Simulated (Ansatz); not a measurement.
Method: Ansatz 0.2.0, DFT PBE, scalar-relativistic, plane waves, PAW. Several structures of Zn2SnO3 were relaxed, and the powder pattern of one of them was computed from 10° to 70° in 2θ (λ = 1.5406 Å; lines under 1 % are left out).

Cu Kα1 powder pattern (kinematic, no thermal factors).
```tsv
2θ (°)	relative intensity
17.04	3
23.58	12
30.19	19
31.01	46
31.49	29
34.04	100
34.48	3
35.21	15
35.59	5
36.02	4
43.83	8
44.78	19
47.05	2
47.38	3
48.25	4
49.23	1
50.91	2
51.54	5
52.78	13
55.26	14
57.13	29
57.71	3
57.71	8
57.92	6
60.84	1
62.49	12
62.77	7
64.64	5
64.73	12
65.05	5
67.07	1
67.96	5
68.47	2
68.99	2
```

Task: Which structure gives it?
A.

```
Zn Sn O
1.0
    -1.70539    1.70539    7.47024
     1.70539   -1.70539    7.47024
     1.70539    1.70539   -7.47024
Zn Sn O
2 1 3
Direct
  0.67840 0.67840 0.00000
  0.32160 0.32160 0.00000
  0.00000 0.00000 0.00000
  0.75000 0.25000 0.50000
  0.10635 0.60635 0.50000
  0.39365 0.89365 0.50000
```

B.

```
Zn Sn O
1.0
     5.19868   -2.83883    0.00000
     5.19868    2.83883    0.00000
     0.00000    0.00000    5.76287
Zn Sn O
4 2 6
Direct
  0.49366 0.84733 0.99689
  0.15267 0.50634 0.99689
  0.84733 0.49366 0.49689
  0.50634 0.15267 0.49689
  0.22185 0.77815 0.51686
  0.77815 0.22185 0.01686
  0.54051 0.83279 0.34444
  0.16721 0.45949 0.34444
  0.85173 0.14827 0.47349
  0.83279 0.54051 0.84444
  0.45949 0.16721 0.84444
  0.14827 0.85173 0.97349
```

C.

```
Zn Sn O
1.0
     2.82487    0.00000    0.00000
     0.00000    2.82487    0.00000
     0.00000    0.00000    8.70640
Zn Sn O
2 1 3
Direct
  0.50000 0.50000 0.34606
  0.50000 0.50000 0.65394
  0.50000 0.50000 0.00000
  0.00000 0.00000 0.80156
  0.00000 0.00000 0.19844
  0.00000 0.00000 0.50000
```

D.

```
Zn Sn O
1.0
     5.53372    0.00000    0.00000
    -2.76686    4.79234    0.00000
     0.00000    0.00000    6.28645
Zn Sn O
4 2 6
Cartesian
  0.0000 0.0000 3.1432
  2.7669 1.5974 1.6829
  0.0000 3.1949 4.6036
  0.0000 0.0000 0.0000
  0.0000 3.1949 1.0032
  2.7669 1.5974 5.2832
  -0.7991 1.4155 1.7637
  1.9405 3.3926 1.7637
  -1.1414 4.7766 1.7637
  3.9083 0.0158 4.5227
  3.5659 3.3768 4.5227
  0.8264 1.3998 4.5227
```

Result: B. Its strongest line, at 2θ = 34.04°, has d = λ/(2 sin θ) = 2.632 Å and is the (3 1 1) reflection of the conventional Cmc2_1 cell with a = 10.397 Å, b = 5.678 Å, c = 5.763 Å. The others have their strongest lines at 31.8° (A); 44.7° (C); 32.3° (D).

The cells needn't be stable.
